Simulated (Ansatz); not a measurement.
Ansatz input file:

```yaml
crystal:
  lattice:
    - [0.0, 3.70747342, 3.70747342]
    - [3.70747342, 0.0, 3.70747342]
    - [3.70747342, 3.70747342, 0.0]
  atoms:
    - { symbol: K, position: [0.25, 0.25, 0.25] }
    - { symbol: K, position: [0.75, 0.75, 0.75] }
    - { symbol: S, position: [0.0, 0.0, 0.0] }
basis:
  ecutwfc: 420
kpoints:
  mp_grid: { grid: [6, 6, 6] }
hamiltonian:
  xc: pbesol
scf:
  occupations: { method: gaussian, width: 0.02 }
output:
  forces: true
  stress: true
  eigenvalues: true
```

It can be run as
```bash
ansatz run input.yaml --threads 1 --pin off --backend cpu --events-out ev --progress --plain --runs-dir out  # memory cap (--max-ram) not shown
```

These are results of DFT PBEsol, scalar-relativistic, plane waves, PAW (Ansatz), not measurements.

Part of what the program printed, abridged:

```
Pseudopotentials: kind: paw
Pseudopotential: K, paw, valence charge 9, recommended cutoff 420 eV (normal)
Pseudopotential: S, paw, valence charge 6, recommended cutoff 420 eV (normal)
Functional definition: PBEsol
Crystal: 3 atoms, lattice volume = 101.921 Å³
Basis set: ecut = 420 eV, 1989 PW (Γ), exchange–correlation on 72×72×72 points (8 copies of the dense FFT grid, shifted against one another)
Bands: 16, of which v1, the nominal top of the filled ones, is band 12 counted from 1 (11 counted from 0)
Symmetry: 48 space group operations
Space group: Fm-3m (ITA 225), of the structure as read, at distance tolerance 4.7e-5 Å
k-points: 16 of 216
Initial density: superposition of atomic densities (neutral atoms: chi_scale 0, normalization atom), corrected by the library's trained network
Initial wavefunctions: pseudopotential atomic-orbital guess
Functional: x = pbesol(κ = 0.804, μ = 0.12345679), c = pbesol(β = 0.046)
SCF iter   1: F=—  HF=-3920.187260 eV  |F-HF|=—  |Δ(HF+E_count)|=         —  Δρ=2.69e-3  dr2=1.08e-2  ethr=1.77e-3  ⟨swp⟩=6.3  Hψ=1490  notcnv=0
SCF iter   2: F=—  HF=-3920.182991 eV  |F-HF|=—  |Δ(HF+E_count)|=   4.27e-3  Δρ=9.32e-4  dr2=7.55e-4  ethr=4.51e-5  ⟨swp⟩=2.2  Hψ=574  notcnv=0
SCF iter   3: F=—  HF=-3920.182829 eV  |F-HF|=—  |Δ(HF+E_count)|=   1.62e-4  Δρ=4.31e-4  dr2=1.28e-4  ethr=3.15e-6  ⟨swp⟩=2.4  Hψ=356  notcnv=0
SCF iter   4: F=—  HF=-3920.182824 eV  |F-HF|=—  |Δ(HF+E_count)|=   4.74e-6  Δρ=1.81e-4  dr2=1.92e-5  ethr=5.33e-7  ⟨swp⟩=2.0  Hψ=299  notcnv=0
SCF iter   5: F=—  HF=-3920.182812 eV  |F-HF|=—  |Δ(HF+E_count)|=   1.21e-5  Δρ=3.10e-5  dr2=6.16e-7  ethr=7.98e-8  ⟨swp⟩=2.2  Hψ=335  notcnv=0
SCF iter   6: F=-3920.182812 eV  HF=-3920.182812 eV  |F-HF|=2.84e-9  |Δ(HF+E_count)|=   3.49e-7  Δρ=2.66e-6  dr2=7.37e-9  ethr=4.17e-10  ⟨swp⟩=6.1  Hψ=1278  notcnv=0
SCF 1 converged in 6 iterations: F = -3920.182812 eV  dr2 = 7.37e-9
SCF converged after 6 iterations
Free energy (F): -3920.182812 eV
Harris-Foulkes:  -3920.182812 eV  (|F-HF|=2.84e-9)
Internal energy: -3920.182812 eV  (E = F + TS)
E sigma→0 (E₀):  -3920.182812 eV
Fermi energy:    3.620767 eV
--- Per-component energies (eV) ---
  E_band       = -227.978135
  E_kinetic    = 614.473839
  E_local      = -1377.377231  (includes V_loc(G=0)·N_el)
  E_nonlocal   = 55.641190
  E_hartree    = 479.238879
  E_xc         = -363.610504
  E_vxc        = -415.429614  (∫ρ·V_xc dr)
  E_paw        = -2107.753656  (= ΣΔE_a)
  E_vpaw       = -63.764834  (= ΣTr[D̂ρ^β])
  E_aug_tail   = -0.000005  (compensation charges beyond the density's cutoff)
  E_ewald      = -1221.073045
  E_core_change = 0.277720  (= ΣΔE_core)
  E_smearing   =  0.000000  (= −TS)
--- Forces (eV/Å), atoms counted from 1 ---
  atom   1  K      0.00000000     0.00000000     0.00000000
  atom   2  K      0.00000000     0.00000000     0.00000000
  atom   3  S      0.00000000     0.00000000     0.00000000
--- Stress (GPa, compression-positive) ---
       -0.593890       0.000000       0.000000
        0.000000      -0.593890       0.000000
        0.000000       0.000000      -0.593890
  P = ⅓ Tr σ = -0.5939 GPa (-5.939 kbar)
--- Band table (eV; the first three rows and the last of 16) ---
  k-point 0: bands = ["-26.5526", "-26.4694", "-10.2162", "-10.2162", "-10.2162", "-9.9754", "-9.9754", "-9.9754", "-7.1014", "2.2883", "2.2883", "2.2883", "4.7561", "7.8988", "7.8988", "9.9135"]
  k-point 1: bands = ["-26.5468", "-26.4747", "-10.2103", "-10.2022", "-10.2022", "-10.0193", "-9.9936", "-9.9936", "-7.0470", "2.1059", "2.3205", "2.3205", "5.3084", "7.9386", "7.9386", "9.3404"]
  k-point 2: bands = ["-26.5311", "-26.4895", "-10.2043", "-10.1624", "-10.1624", "-10.0959", "-10.0417", "-10.0417", "-6.9453", "1.9053", "2.3855", "2.3855", "6.3281", "8.1005", "8.1005", "8.3310"]
  k-point 15: bands = ["-26.5165", "-26.5027", "-10.4069", "-10.2981", "-10.1963", "-10.0260", "-9.9302", "-9.9142", "-6.8501", "1.9095", "2.2877", "2.4728", "6.0559", "7.9233", "8.5141", "9.3328"]
```

The calculation finished and met its thresholds.